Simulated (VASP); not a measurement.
Here is a VASP 6.6.1 calculation.

File INCAR:

```
SYSTEM = HfO2
  PREC = Accurate
  ENCUT = 520
  EDIFF = 1E-7
  ISMEAR = 0
  SIGMA = 0.02
  LREAL = .False.
  LASPH = .True.
  NELM = 100
  ALGO = Normal
  ISIF = 2
  LWAVE = .False.
  LCHARG = .False.
  GGA = PE
  NBANDS = 18
```

KPOINTS

```
regular mesh
0
Gamma
  9 9 9
  0 0 0
```

The input POSCAR:

```
HfO2
1.0
    0.0000000000      2.5575000000      2.5575000000
    2.5575000000      0.0000000000      2.5575000000
    2.5575000000      2.5575000000      0.0000000000
Hf O
1 2
Cartesian
    0.0000000000      0.0000000000      0.0000000000
    3.8362500000      3.8362500000      3.8362500000
    1.2787500000      1.2787500000      1.2787500000
```

Potentials or basis: VASP PAW PBE potentials, release 64 (Hf_pv, O).

Launch:

```sh
$ cat potpaw_PBE.64/Hf_pv/POTCAR potpaw_PBE.64/O/POTCAR > POTCAR
$ mpirun -np 1 vasp_std > vasp.out
```

(1) Estimate the band gap on the k mesh.

(2) Estimate the pressure.

## Answers

(1) 3.84 eV, indirect (least direct gap 3.95 eV).

(2) -6.0 GPa.

Caveat: spin-orbit coupling is left out, which moves the levels of the heavy elements; an odd mesh through Γ misses points on the zone boundary, where band edges often lie.
